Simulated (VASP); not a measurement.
**Input and output of a VASP r²SCAN single-point calculation on ZnS (strained zincblende)**

INCAR

```
NBANDS = 16
METAGGA = R2SCAN
ISMEAR = 0
LASPH = .TRUE.
ALGO = Normal
ENCUT = 520
PREC = Accurate
LREAL = .FALSE.
IBRION = -1
LCHARG = .FALSE.
EDIFF = 1E-7
NELM = 120
LWAVE = .FALSE.
SIGMA = 0.01
ISIF = 2
NSW = 0
```

KPOINTS

```
KPOINTS created by Atomic Simulation Environment
0
Gamma
8 8 8
0 0 0
```

KPOINTS_OPT

```
special points
6
Reciprocal
0.0000000000 0.0000000000 0.0000000000 1
-0.5000000000 -0.5000000000 0.0000000000 1
-0.3750000000 -0.3750000000 0.2500000000 1
-0.3750000000 0.0000000000 0.3750000000 1
0.0000000000 0.0000000000 0.5000000000 1
-0.5000000000 -0.2500000000 0.2500000000 1
```

POSCAR

```
Zn S
 1.0000000000000000
     0.0893056153000000    2.7025688719000001    2.7025688719000001
     2.7025688719000001    0.0893056153000000    2.7025688719000001
     2.7025688719000001    2.7025688719000001    0.0893056153000000
 Zn  S
   1   1
Cartesian
  0.0173784901519031  0.0173784901519031  0.0173784901519031
  1.3562323496230970  1.3562323496230970  1.3562323496230970
```

VASP ran with the recommended PBE PAW datasets (18 valence electrons in the cell).

Command

```
mpirun -np 1 vasp_std
```

OSZICAR

```
N       E                     dE             d eps       ncg     rms          rms(c)
DAV:   1     0.762410655167E+02    0.76241E+02   -0.91629E+03  2088   0.140E+03
DAV:   2    -0.160643332078E+02   -0.92305E+02   -0.86560E+02  2344   0.267E+02
DAV:   3    -0.218319023636E+02   -0.57676E+01   -0.57452E+01  2640   0.658E+01
DAV:   4    -0.218881922071E+02   -0.56290E-01   -0.56279E-01  2440   0.674E+00
DAV:   5    -0.218887737837E+02   -0.58158E-03   -0.58157E-03  2672   0.653E-01    0.781E+00
DAV:   6    -0.188467820789E+02    0.30420E+01   -0.14747E+00  2216   0.382E+01    0.683E+00
DAV:   7    -0.188132033378E+02    0.33579E-01   -0.43864E-01  2608   0.110E+01    0.392E+00
DAV:   8    -0.188275467662E+02   -0.14343E-01   -0.34174E-02  2656   0.177E+00    0.119E+00
DAV:   9    -0.188284565555E+02   -0.90979E-03   -0.36194E-03  2640   0.142E+00    0.126E-01
DAV:  10    -0.188285600225E+02   -0.10347E-03   -0.93233E-04  2512   0.326E-01    0.759E-02
DAV:  11    -0.188285869729E+02   -0.26950E-04   -0.26451E-04  2632   0.469E-01    0.730E-02
DAV:  12    -0.188285990895E+02   -0.12117E-04   -0.13333E-04  2632   0.313E-01    0.140E-02
DAV:  13    -0.188285991700E+02   -0.80510E-07   -0.68319E-06  2544   0.315E-02    0.997E-03
DAV:  14    -0.188285993942E+02   -0.22417E-06   -0.53480E-07  2480   0.100E-02    0.248E-03
DAV:  15    -0.188286001957E+02   -0.80148E-06   -0.65826E-08  1464   0.596E-03    0.900E-04
DAV:  16    -0.188286001676E+02    0.28056E-07   -0.33405E-08  1152   0.128E-03
   1 F= -.18828600E+02 E0= -.18828600E+02  d E =-.236518E-91
       N       E                     dE             ncg
DAV:   1     0.240185484604E+04   -0.33708E+04      200
DAV:   2     0.187463038449E+04   -0.52722E+03      224
DAV:   3     0.184439240101E+04   -0.30238E+02      256
DAV:   4     0.184412350275E+04   -0.26890E+00      216
DAV:   5     0.184412082391E+04   -0.26788E-02      264
DAV:   6     0.184412078109E+04   -0.42816E-04      232
DAV:   7     0.184412078027E+04   -0.82099E-06      256
DAV:   8     0.184412078026E+04   -0.13966E-07      184
```

From OUTCAR

```
k-points           NKPTS =     65   k-points in BZ     NKDIM =     65   number of bands    NBANDS=     16

   NELECT =      18.0000    total number of electrons

   dimension x,y,z NGX =    28 NGY =   28 NGZ =   28
   dimension x,y,z NGXF=    56 NGYF=   56 NGZF=   56

  energy-cutoff  :      520.00
  volume of cell :       37.52
      direct lattice vectors                 reciprocal lattice vectors
     0.089305615  2.702568872  2.702568872    -0.194441529  0.188221794  0.188221794
     2.702568872  0.089305615  2.702568872     0.188221794 -0.194441529  0.188221794
     2.702568872  2.702568872  0.089305615     0.188221794  0.188221794 -0.194441529

 k-points in reciprocal lattice and weights: KPOINTS created by Atomic Simulation Env
   0.00000000  0.00000000  0.00000000       0.002
   0.12500000  0.00000000  0.00000000       0.012
   0.25000000  0.00000000  0.00000000       0.012
   0.37500000  0.00000000  0.00000000       0.012
   0.50000000  0.00000000  0.00000000       0.006
   0.12500000  0.12500000 -0.00000000       0.012
   0.25000000  0.12500000 -0.00000000       0.023
   0.37500000  0.12500000  0.00000000       0.023
   ...

 E-fermi :   2.5670

 k-point     1 :       0.0000    0.0000    0.0000
  band No.  band energies     occupation
      1     -11.7256      2.00000
      2      -4.4251      2.00000
      3      -4.3775      2.00000
      4      -4.3775      2.00000
      5      -3.7859      2.00000
      6      -3.7859      2.00000
      7       2.0953      2.00000
      8       2.4255      2.00000
      9       2.4255      2.00000
     10       5.1563      0.00000
     11       8.8111      0.00000
     12       9.4315      0.00000
     13       9.4315      0.00000
     14      14.6891      0.00000
     15      14.6891      0.00000
     16      15.1865      0.00000

 k-point     2 :       0.1250    0.0000    0.0000
  band No.  band energies     occupation
      1     -11.5910      2.00000
      2      -4.4075      2.00000
      3      -4.3698      2.00000
      4      -4.3550      2.00000
      5      -3.7897      2.00000
      6      -3.7865      2.00000
      7       1.2634      2.00000
      8       1.9760      2.00000
      9       2.2567      2.00000
     10       5.8933      0.00000
     11       9.1542      0.00000
     12       9.3074      0.00000
     13       9.6863      0.00000
     14      13.9226      0.00000
     15      14.1155      0.00000
     16      15.9481      0.00000

 k-point     3 :       0.2500    0.0000    0.0000
  band No.  band energies     occupation
      1     -11.2377      2.00000
      2      -4.3640      2.00000
      3      -4.3093      2.00000
      4      -4.3069      2.00000
      5      -3.7903      2.00000
      6      -3.7784      2.00000
      7      -0.5793      2.00000
      8       1.6065      2.00000
      9       1.8906      2.00000
     10       6.3413      0.00000
     11       9.5322      0.00000
     12       9.9552      0.00000
     13      10.1209      0.00000
     14      13.5697      0.00000
     15      14.1012      0.00000
     16      15.1993      0.00000

 k-point     4 :       0.3750    0.0000    0.0000
  band No.  band energies     occupation
      1     -10.8329      2.00000
      2      -4.2855      2.00000
      3      -4.2706      2.00000
      4      -4.1102      2.00000
      5      -3.7721      2.00000
      6      -3.7534      2.00000
      7      -2.2598      2.00000
      8       1.2864      2.00000
      9       1.5655      2.00000
     10       6.1824      0.00000
     11       9.6078      0.00000
     12       9.7873      0.00000
     13      11.3689      0.00000
     14      14.5939      0.00000
     15      15.0581      0.00000
     16      15.5269      0.00000

 k-point     5 :       0.5000    0.0000    0.0000
  band No.  band energies     occupation
      1     -10.6453      2.00000
      2      -4.2648      2.00000
      3      -4.2598      2.00000
      4      -3.7835      2.00000
      5      -3.7372      2.00000
      6      -3.5539      2.00000
      7      -3.3577      2.00000
      8       1.1623      2.00000
      9       1.4394      2.00000
     10       6.0783      0.00000
     11       9.5154      0.00000
     12       9.6527      0.00000
     13      11.8997      0.00000
     14      15.4502      0.00000
     15      15.9302      0.00000
     16      17.0215      0.00000

 k-point     6 :       0.1250    0.1250   -0.0000
  band No.  band energies     occupation
      1     -11.5513      2.00000
      2      -4.4262      2.00000
      3      -4.3543      2.00000
      4      -4.3346      2.00000
      5      -3.8053      2.00000
      6      -3.7730      2.00000
      7       1.2360      2.00000
      8       1.7763      2.00000
      9       1.9925      2.00000
     10       6.2982      0.00000
     11       8.4604      0.00000
     12       9.7654      0.00000
     13      10.0906      0.00000
     14      12.9069      0.00000
     15      14.9006      0.00000
     16      16.5598      0.00000

 k-point     7 :       0.2500    0.1250   -0.0000
  band No.  band energies     occupation
      1     -11.2742      2.00000
      2      -4.4156      2.00000
      3      -4.2986      2.00000
      4      -4.2815      2.00000
      5      -3.8147      2.00000
      6      -3.7615      2.00000
      7      -0.0599      2.00000
      8       1.2768      2.00000
      9       1.6307      2.00000
     10       6.9266      0.00000
     11       8.5430      0.00000
     12      10.2788      0.00000
     13      10.4311      0.00000
     14      12.6418      0.00000
     15      14.8233      0.00000
     16      16.8889      0.00000

 k-point     8 :       0.3750    0.1250    0.0000
  band No.  band energies     occupation
      1     -10.8813      2.00000
      2      -4.3239      2.00000
      3      -4.2449      2.00000
      4      -4.1759      2.00000
      5      -3.7908      2.00000
      6      -3.7454      2.00000
      7      -1.6771      2.00000
      8       0.9307      2.00000
      9       1.1746      2.00000
     10       6.8692      0.00000
     11       9.1604      0.00000
     12      10.4259      0.00000
     13      10.7186      0.00000
     14      13.9217      0.00000
     15      15.6202      0.00000
     16      16.2632      0.00000

 k-point     9 :       0.5000    0.1250   -0.0000
  band No.  band energies     occupation
      1     -10.6051      2.00000
      2      -4.2708      2.00000
      3      -4.2241      2.00000
      4      -3.8641      2.00000
      5      -3.7585      2.00000
      6      -3.6249      2.00000
      7      -2.9744      2.00000
      8       0.6823      2.00000
      9       1.0004      2.00000
     10       6.7743      0.00000
     11       9.0143      0.00000
     12      10.1647      0.00000
     13      12.0159      0.00000
     14      15.1642      0.00000
     15      16.0759      0.00000
     16      16.9294      0.00000

 k-point    10 :      -0.3750    0.1250   -0.0000
  band No.  band energies     occupation
      1     -10.6603      2.00000
      2      -4.2652      2.00000
      3      -4.2397      2.00000
      4      -3.9684      2.00000
      5      -3.7787      2.00000
      6      -3.6906      2.00000
      7      -2.6250      2.00000
      8       0.5842      2.00000
      9       1.2230      2.00000
     10       6.8462      0.00000
     11       9.1575      0.00000
     12      10.0068      0.00000
     13      11.5124      0.00000
     14      14.4922      0.00000
     15      15.7954      0.00000
     16      17.5976      0.00000

 k-point    11 :      -0.2500    0.1250   -0.0000
  band No.  band energies     occupation
      1     -11.0003      2.00000
      2      -4.3299      2.00000
      3      -4.2744      2.00000
      4      -4.2454      2.00000
      5      -3.8098      2.00000
      6      -3.7416      2.00000
      7      -1.1832      2.00000
      8       0.8095      2.00000
      9       1.6320      2.00000
     10       6.9890      0.00000
     11       9.4067      0.00000
     12       9.8483      0.00000
     13      10.2478      0.00000
     14      12.9348      0.00000
     15      15.7545      0.00000
     16      16.4946      0.00000

 k-point    12 :      -0.1250    0.1250    0.0000
  band No.  band energies     occupation
      1     -11.3782      2.00000
      2      -4.3989      2.00000
      3      -4.3391      2.00000
      4      -4.3123      2.00000
      5      -3.8078      2.00000
      6      -3.7691      2.00000
      7       0.3424      2.00000
      8       1.4135      2.00000
      9       2.0025      2.00000
     10       6.5931      0.00000
     11       8.8865      0.00000
     12       9.5877      0.00000
     13      10.1935      0.00000
     14      12.8748      0.00000
     15      14.4118      0.00000
     16      17.1426      0.00000

 ...

  Total        0.8363680      0.8363680      0.8363680     -0.4133649     -0.4133649     -0.4133649
  in kB       35.7123100     35.7123100     35.7123100    -17.6503827    -17.6503827    -17.6503827
  external PRESSURE =      35.7123100 kB  Pullay stress =       0.0000000 kB

 POSITION                                       TOTAL-FORCE (eV/Angst)
 -----------------------------------------------------------------------------------
      0.01738      0.01738      0.01738         0.003787      0.003787      0.003787
      1.35623      1.35623      1.35623        -0.003787     -0.003787     -0.003787
 -----------------------------------------------------------------------------------
    total drift:                                0.005158      0.005158      0.005159

  FREE ENERGIE OF THE ION-ELECTRON SYSTEM (eV)
  ---------------------------------------------------
  free  energy   TOTEN  =       -18.8286001676 eV

  energy  without entropy=      -18.8286001676  energy(sigma->0) =      -18.82860017
```

```
gap between bands v and c : 2.73 eV
least direct gap          : 2.73 eV
pressure                  : 3.6 GPa
```

Band v is the last that the valence electrons fill when counted band by band, and c is the next.

The run took about 2.1 min on one core of a shared host (Intel Xeon Platinum 8488C) and held 0.2 GiB at most.
